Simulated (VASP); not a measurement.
## GaAs: single point with PBE

GaAs:

```xyz
2
Lattice="0.0000 2.9315 2.9315 2.9315 0.0000 2.9315 2.9315 2.9315 0.0000" Properties=species:S:1:pos:R:3 pbc="T T T"
Ga    0.0000    0.0000    0.0000
As    1.4658    1.4658    1.4658
```

The cell isn't the ideal one: a relaxed cell with its volume scaled by 1.06.

| Quantity | Value |
| --- | --- |
| Program | VASP 6.6.1 |
| Task | single point |
| Functional | PBE |
| Potentials or basis | VASP PAW PBE potentials, release 64 (Ga_d, As) |
| Cutoff | 520 eV |
| k mesh | 10 × 10 × 10 |
| Occupations | gaussian, width 0.02 eV |
| Spin | no spin polarisation |
| Further INCAR settings | ALGO = Normal; EDIFF = 1e-07; AMIX = 0.2 |

```yaml
Pressure: -3.0 GPa
Band_gap_on_the_k_mesh: none (metal or under the smearing width)
```

Levels at points of the mesh, in eV from the Fermi level:
```tsv
k point	band 6	band 7	band 8	band 9	band 10	band 11	band 12	band 13
(0.00, 0.00, 0.00)	-12.00	-0.27	-0.01	-0.01	-0.01	3.69	3.69	3.69
(0.50, 0.00, 0.00)	-10.55	-6.10	-0.99	-0.99	0.71	4.58	4.58	7.60
(0.50, 0.50, 0.00)	-9.95	-6.35	-2.32	-2.32	1.65	1.68	9.31	9.31
```

Run time: 23 s on 1 thread of Intel(R) Xeon(R) Platinum 8259CL CPU @ 2.50GHz (Skylake/Cascade Lake) (shared host), peak memory 0.19 GiB.
